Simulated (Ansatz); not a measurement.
GaSb:

```xyz
2
Lattice="0.0000 3.0590 3.0590 3.0590 0.0000 3.0590 3.0590 3.0590 0.0000" Properties=species:S:1:pos:R:3 pbc="T T T"
Sb    4.5885    4.5885    4.5885
Ga    0.0000    0.0000    0.0000
```

```yaml
Program: Ansatz 0.2.0
Task: relaxation of cell and atoms
Functional: RPBE
Potentials_or_basis: Ansatz PAW
Cutoff: "420 eV (not typed: the program's choice for these potentials)"
k_mesh: 8 × 8 × 8
Occupations: fermi-dirac, width 0.05 eV
Spin: no spin polarisation
```

At the start: volume 28.62 Å³/atom.

**Question.** Where does the relaxation end?

**Answer.** It ends after 5 steps and the volume is 31.04 Å³/atom (+8.4 %); space group F-43m (No. 216, to 0.05 Å).

The path:
| step | energy change (eV) | largest force (eV/Å) | volume (Å³) |
| --- | --- | --- | --- |
| 1 | 0.0000 | 0.0000 | 57.25 |
| 2 | -0.0509 | 0.0000 | 63.21 |
| 3 | -0.0536 | 0.0000 | 62.23 |
| 4 | -0.0536 | 0.0000 | 62.09 |
| 5 | -0.0546 | 0.0000 | 62.09 |

Final structure:
```cif
data_structure
_symmetry_space_group_name_H-M 'P 1'
_symmetry_Int_Tables_number 1
_cell_length_a 4.4446
_cell_length_b 4.4446
_cell_length_c 4.4446
_cell_angle_alpha 60.000
_cell_angle_beta 60.000
_cell_angle_gamma 60.000
_cell_volume 62.09
loop_
_atom_site_label
_atom_site_type_symbol
_atom_site_fract_x
_atom_site_fract_y
_atom_site_fract_z
_atom_site_occupancy
Sb1 Sb 0.75000 0.75000 0.75000 1
Ga1 Ga 0.00000 0.00000 0.00000 1
```

Caveat: the plane-wave basis is chosen anew once the cell has moved, so the energies of steps on either side of that aren't comparable; the PAW data sets come from PBE, with cores solved anew for the run's functional, which leaves a small shift of forces and pressure.
